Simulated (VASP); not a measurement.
# Ag (Im-3m) in VASP: notebook, part 2 of 2

VASP 6.6.1. Earlier steps stand in the parts before.

## 3. Relaxation of cell and atoms, LDA

INCAR

```
SYSTEM = Ag
PREC = Accurate
ENCUT = 600
EDIFF = 1E-7
ISMEAR = 0
SIGMA = 0.1
LREAL = .FALSE.
LASPH = .TRUE.
NELM = 100
ALGO = Normal
ISIF = 3
LWAVE = .FALSE.
LCHARG = .FALSE.
GGA = CA
IBRION = 2
NSW = 90
EDIFFG = -0.005
```

KPOINTS

```
Automatic mesh
0
G
  18 18 18
  0 0 0
```

POSCAR

```
Ag
1.0
   -1.6229757800      1.6229757800      1.6229757800
    1.6229757800     -1.6229757800      1.6229757800
    1.6229757800      1.6229757800     -1.6229757800
Ag
1
Direct
    0.0000000000      0.0000000000      0.0000000000
```

Potentials or basis: VASP PAW LDA potentials, release 64 (Ag).

Command:

```console
cat potpaw_LDA.64/Ag/POTCAR > POTCAR
mpirun -np 1 vasp_std > vasp.out
```

OUTCAR:

```text
SYSTEM = Ag
   PREC = Accurate
   ENCUT = 600
   EDIFF = 1E-7
   ISMEAR = 0
   LREAL = .FALSE.
   LASPH = .TRUE.
   NELM = 100
   ISIF = 3
   GGA = CA
   IBRION = 2
   NSW = 90
   EDIFFG = -0.005

 ion  position               nearest neighbor table
   1  0.000  0.000  0.000-

  LATTYP: Found a body centered cubic cell.
 ALAT       =     3.2459515600

  Lattice vectors:

 A1 = (  -1.6229757800,   1.6229757800,   1.6229757800)
 A2 = (   1.6229757800,  -1.6229757800,   1.6229757800)
 A3 = (   1.6229757800,   1.6229757800,  -1.6229757800)

Analysis of symmetry for initial positions (statically):
=====================================================================
 Subroutine PRICEL returns:
 Original cell was already a primitive cell.

 Routine SETGRP: Setting up the symmetry group for a
 body centered cubic supercell.

 Subroutine GETGRP returns: Found 48 space group operations
 (whereof 48 operations were pure point group operations)
 out of a pool of 48 trial point group operations.

The static configuration has the point symmetry O_h .

Analysis of symmetry for dynamics (positions and initial velocities):
[... 169 lines left out ...]
  external PRESSURE =     -65.9189737 kB  Pullay stress =       0.0000000 kB
[... 57 lines left out ...]
--------------------------------------- Ionic step        3  -------------------------------------------

 number of electron      11.0000000 magnetization

 Free energy of the ion-electron system (eV)
  ---------------------------------------------------
  ext. energy  EPLUGINS =         0.00000000
  ---------------------------------------------------
  free energy    TOTEN  =        -3.73796936 eV

  energy without entropy =       -3.73495021  energy(sigma->0) =       -3.73645978

 E-fermi :   8.9694     XC(G=0): -12.9115

 val. band max:        8.9370052845   @ k =  -0.3889   0.4444   0.1111
 cond. band min:       9.0030373502   @ k =   0.2778   0.1667   0.0556
 fundamental gap:      0.0660320657
 Fermi energy:         8.9694320117

 k-point     1 :       0.0000    0.0000    0.0000
  band No.  band energies     occupation
      1       0.7118      2.00000
      2       3.8342      2.00000
      3       3.8342      2.00000
      4       3.8342      2.00000
      5       5.3258      2.00000
      6       5.3258      2.00000
      7      27.1015      0.00000
      8      27.1015      0.00000
      9      27.1015      0.00000
[... 265 lines left out ...]
 k-point    24 :       0.3889    0.1111   -0.0000
  band No.  band energies     occupation
      1       2.3989      2.00000
      2       3.0585      2.00000
      3       5.1140      2.00000
      4       5.2531      2.00000
      5       5.9280      2.00000
      6       9.0409      0.31245
      7      14.3299      0.00000
      8      21.3050      0.00000
      9      23.4427      0.00000

 [... further k-points ...]

------------------------ aborting loop because EDIFF is reached ----------------------------------------

  FORCE on cell =-STRESS in cart. coord.  units (eV):
  Direction    XX          YY          ZZ          XY          YZ          ZX
  --------------------------------------------------------------------------------------
  -------------------------------------------------------------------------------------
  Total       -0.0043127     -0.0043127     -0.0043127     -0.0000000      0.0000000     -0.0000000
  in kB       -0.4282215     -0.4282215     -0.4282215     -0.0000000      0.0000000     -0.0000000
  external PRESSURE =      -0.4282215 kB  Pullay stress =       0.0000000 kB
[... 16 lines left out ...]
  FREE ENERGIE OF THE ION-ELECTRON SYSTEM (eV)
  ---------------------------------------------------
  free  energy   TOTEN  =        -3.7379693602 eV

  energy  without entropy=       -3.7349502089  energy(sigma->0) =       -3.73645978

 reached required accuracy - stopping structural energy minimisation
```

OSZICAR:

```text
N       E                     dE             d eps       ncg     rms          rms(c)
DAV:   1     0.488381375327E+02    0.48838E+02   -0.62223E+03  3574   0.124E+03
DAV:   2    -0.360210455853E+01   -0.52440E+02   -0.50128E+02  3630   0.222E+02
[... 21 lines left out ...]
DAV:   1    -0.404773717888E+01   -0.32434E+00   -0.59347E+00  3529   0.308E+01    0.367E+00
DAV:   2    -0.374854130537E+01    0.29920E+00   -0.12348E+00  3527   0.124E+01    0.137E+00
DAV:   3    -0.374003753011E+01    0.85038E-02   -0.21428E-02  3723   0.151E+00    0.911E-01
DAV:   4    -0.373796420526E+01    0.20733E-02   -0.25100E-03  3672   0.502E-01    0.578E-02
DAV:   5    -0.373796503579E+01   -0.83053E-06   -0.13064E-04  3841   0.106E-01    0.145E-02
DAV:   6    -0.373796933868E+01   -0.43029E-05   -0.30720E-06  3654   0.185E-02    0.960E-04
DAV:   7    -0.373796936022E+01   -0.21549E-07   -0.62848E-08  2299   0.263E-03
   3 F= -.37379694E+01 E0= -.37364598E+01  d E =-.213309E-01
```

Run time: 35 s. Hardware: 1 thread of Intel Xeon 6975P-C (Granite Rapids), shared host; peak memory 0.17 GiB.

What came out:

```yaml
Free_energy: -3.7380 eV
Relaxed_volume: 16.14 Å³/atom
Relaxed_cell: a = 2.757 Å, b = 2.757 Å, c = 2.757 Å, α = 109.47°, β = 109.47°, γ = 109.47°
Space_group_after_relaxing_to_0.05_Å: Im-3m (No. 229)
Energy_gained_by_relaxing: 21.3 meV/atom
Ionic_steps: 3
Pressure_after_relaxing: 0.0 GPa
Band_gap_on_the_k_mesh: none (metal or under the smearing width)
```

Step by step:
```
step  energy change (eV)  largest force (eV/Å)  pressure (GPa)  volume (Å³)
   1              0.0000                0.0000           -6.59        17.10
   2             -0.0068                0.0000            6.88        15.42
   3             -0.0213                0.0000           -0.04        16.14
```

Final structure:
```
Ag
1.0
    -1.59188    1.59188    1.59188
     1.59188   -1.59188    1.59188
     1.59188    1.59188   -1.59188
Ag
1
Direct
  0.00000 0.00000 0.00000
```

## 4. Relaxation of cell and atoms, PBE

Edit INCAR of step 3 so:

```diff
@@ -13,3 +13,3 @@
 LCHARG = .FALSE.
-GGA = CA
+GGA = PE
 IBRION = 2
```

KPOINTS is that of step 3.

POSCAR is that of step 3.

Potentials or basis: VASP PAW PBE potentials, release 64 (Ag).

Command:

```console
cat potpaw_PBE.64/Ag/POTCAR > POTCAR
mpirun -np 1 vasp_std > vasp.out
```

Wall time 35 s (1 thread of Intel Xeon 6975P-C (Granite Rapids), shared host); peak memory 0.18 GiB.

The run converged. Its results:

- Free energy: -2.6816 eV
- Relaxed volume: 17.99 Å³/atom
- Relaxed cell: a = 2.859 Å, b = 2.859 Å, c = 2.859 Å, α = 109.47°, β = 109.47°, γ = 109.47°
- Space group after relaxing (to 0.05 Å): Im-3m (No. 229)
- Energy gained by relaxing: 13.3 meV/atom
- Ionic steps: 3
- Pressure after relaxing: 0.0 GPa
- Band gap on the k mesh: none (metal or under the smearing width)

Step by step:
```csv
step,energy change (eV),largest force (eV/Å),pressure (GPa),volume (Å³)
1,0.0000,0.0000,5.07,17.10
2,-0.0099,0.0000,-2.15,18.47
3,-0.0133,0.0000,0.01,17.99
```

Final structure:
```yaml
crystal:
  lattice:
    - [-1.65059, 1.65059, 1.65059]
    - [1.65059, -1.65059, 1.65059]
    - [1.65059, 1.65059, -1.65059]
  atoms:
    - { symbol: Ag, position: [0.00000, 0.00000, 0.00000] }
```

Levels at points of the mesh, in eV from the Fermi level:
| k point | band 3 | band 4 | band 5 | band 6 | band 7 | band 8 | band 9 |
| --- | --- | --- | --- | --- | --- | --- | --- |
| (0.00, 0.00, 0.00) | -4.75 | -4.75 | -3.53 | -3.53 | 17.76 | 17.76 | 17.76 |
| (0.50, 0.00, 0.00) | -3.58 | -3.42 | -2.61 | 0.03 | 3.83 | 13.13 | 14.00 |
| (0.50, 0.50, 0.50) | -2.83 | -2.83 | -2.83 | 6.73 | 6.73 | 6.73 | 12.08 |

## 5. Relaxation of cell and atoms, PBE+D3(BJ)

Edit INCAR of step 4 so:

```diff
@@ -14,2 +14,3 @@
 GGA = PE
+IVDW = 12
 IBRION = 2
```

KPOINTS is that of step 4.

POSCAR is that of step 4.

Command:

```console
cat potpaw_PBE.64/Ag/POTCAR > POTCAR
mpirun -np 1 vasp_std > vasp.out
```

Run time: 32 s. Hardware: 1 thread of Intel Xeon 6975P-C (Granite Rapids), shared host; peak memory 0.18 GiB.

It converged, with:

```yaml
Free_energy: -3.2548 eV
Relaxed_volume: 17.00 Å³/atom
Relaxed_cell: a = 2.806 Å, b = 2.806 Å, c = 2.806 Å, α = 109.47°, β = 109.47°, γ = 109.47°
Space_group_after_relaxing_to_0.05_Å: Im-3m (No. 229)
Energy_gained_by_relaxing: 0.2 meV/atom
Ionic_steps: 3
Pressure_after_relaxing: 0.0 GPa
Band_gap_on_the_k_mesh: none (metal or under the smearing width)
Dispersion_energy_per_atom: -0.590 eV
```

The path:
| step | energy change (eV) | largest force (eV/Å) | pressure (GPa) | volume (Å³) |
| --- | --- | --- | --- | --- |
| 1 | 0.0000 | 0.0000 | -0.59 | 17.10 |
| 2 | -0.0001 | 0.0000 | 0.37 | 16.94 |
| 3 | -0.0002 | 0.0000 | 0.03 | 17.00 |

Final structure:
```
Ag
1.0
    -1.61983    1.61983    1.61983
     1.61983   -1.61983    1.61983
     1.61983    1.61983   -1.61983
Ag
1
Direct
  0.00000 0.00000 0.00000
```

Levels at points of the mesh, in eV from the Fermi level:
| k point | band 3 | band 4 | band 5 | band 6 | band 7 | band 8 | band 9 |
| --- | --- | --- | --- | --- | --- | --- | --- |
| (0.00, 0.00, 0.00) | -4.95 | -4.95 | -3.61 | -3.61 | 17.98 | 17.98 | 17.98 |
| (0.50, 0.00, 0.00) | -3.67 | -3.49 | -2.59 | -0.09 | 4.17 | 13.35 | 14.52 |
| (0.50, 0.50, 0.50) | -2.84 | -2.84 | -2.84 | 6.91 | 6.91 | 6.91 | 12.89 |

Caveat: pairwise dispersion overbinds metals, which lowers pressure and volume.

## 6. Summary

| level | potentials or basis | gap on the mesh (eV) | pressure (GPa) | relaxed volume (Å³/atom) |
| --- | --- | --- | --- | --- |
| PBEsol | VASP PAW PBE potentials, release 64 (Ag) | none | 0.0 | 16.74 |
| LDA | VASP PAW LDA potentials, release 64 (Ag) | none | 0.0 | 16.14 |
| PBE | VASP PAW PBE potentials, release 64 (Ag) | none | 0.0 | 17.99 |
| PBE+D3(BJ) | VASP PAW PBE potentials, release 64 (Ag) | none | 0.0 | 17.00 |

Alike in all rows: task relaxation of cell and atoms; no spin polarisation; cell relaxed; k mesh 18 × 18 × 18; cutoff (eV) 600; smearing gaussian 0.1 eV.

Caveats: the PAW data sets were made with another functional, which shifts forces and pressure a little (some runs); pairwise dispersion overbinds metals, which lowers pressure and volume (some runs).

Absolute energies hang on the potentials; compare differences alone.
